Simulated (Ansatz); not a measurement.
WC:

```
CELL_PARAMETERS angstrom
0.00000 2.19268 2.19268
2.19268 0.00000 2.19268
2.19268 2.19268 0.00000
ATOMIC_POSITIONS crystal
W 0.00000 0.00000 0.00000
C 0.50000 0.50000 0.50000
```

Measurements of this composition are mostly on another form, of space group No. 187.

* Program: Ansatz 0.2.0
* Task: relaxation of cell and atoms
* Functional: BLYP
* Potentials or basis: Ansatz PAW
* Cutoff: 420 eV (not typed: the program's choice for these potentials)
* k mesh: 10 × 10 × 10
* Occupations: fermi-dirac, width 0.05 eV
* Spin: no spin polarisation

At the start: volume 10.54 Å³/atom.

How do energy, volume and symmetry change on relaxing?

It ends after 7 steps and the volume is 10.89 Å³/atom (+3.3 %); space group Fm-3m (No. 225, to 0.05 Å).

The path:
```tsv
step	energy change (eV)	largest force (eV/Å)	volume (Å³)
1	0.0000	0.0000	21.08
2	-0.0184	0.0000	22.07
3	-0.0229	0.0000	21.80
4	-0.0230	0.0000	21.78
5	-0.0247	0.0000	21.78
6	-0.0247	0.0000	21.79
7	-0.0247	0.0000	21.79
```

Final structure:
```
W C
1.0
     0.00000    2.21683    2.21683
     2.21683    0.00000    2.21683
     2.21683    2.21683    0.00000
W C
1 1
Direct
  0.00000 0.00000 0.00000
  0.50000 0.50000 0.50000
```

Caveat: the plane-wave basis is chosen anew once the cell has moved, so the energies of steps on either side of that aren't comparable; the pressure holds a Pulay correction of +0.4 GPa for the finite cutoff; the PAW data sets come from PBE, with cores solved anew for the run's functional, which leaves a small shift of forces and pressure.
